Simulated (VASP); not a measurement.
The system is HfO2.

```
CELL_PARAMETERS angstrom
4.81353 0.00000 0.00000
0.00000 4.81353 0.00000
0.00000 0.00000 3.20542
ATOMIC_POSITIONS crystal
Hf 0.50000 0.50000 0.50000
Hf 0.00000 0.00000 0.00000
O 0.80504 0.19496 0.50000
O 0.69496 0.69496 0.00000
O 0.30504 0.30504 0.00000
O 0.19496 0.80504 0.50000
```

Measurements of this composition are mostly on another form, of space group No. 14.

Base run:

| Property | Result |
| --- | --- |
| Program | VASP 6.6.1 |
| Functional | MS2 |
| Potentials or basis | VASP PAW PBE potentials, release 64 (Hf_pv, O) |
| Cutoff | 520 eV |
| k mesh | 6 × 6 × 8 |
| Occupations | fermi-dirac, width 0.05 eV |
| Spin | no spin polarisation |

Its results: band gap on the k mesh 4.15 eV, direct; pressure -0.7 GPa; largest force 0.033 eV/Å.

Question: The run is repeated on the same cell with these changes: functional from MS2 to revTPSS; further incar settings from ALGO = Normal; EDIFF = 1e-06 to ALGO = Normal; EDIFF = 1e-06; NBANDS = 31. What comes out?

Answer: Band gap on the k mesh 4.07 eV, direct; pressure 3.0 GPa; largest force 0.024 eV/Å.

Caveats: the PAW data sets were made with another functional, which shifts forces and pressure a little; spin-orbit coupling is left out, which moves the levels of the heavy elements.
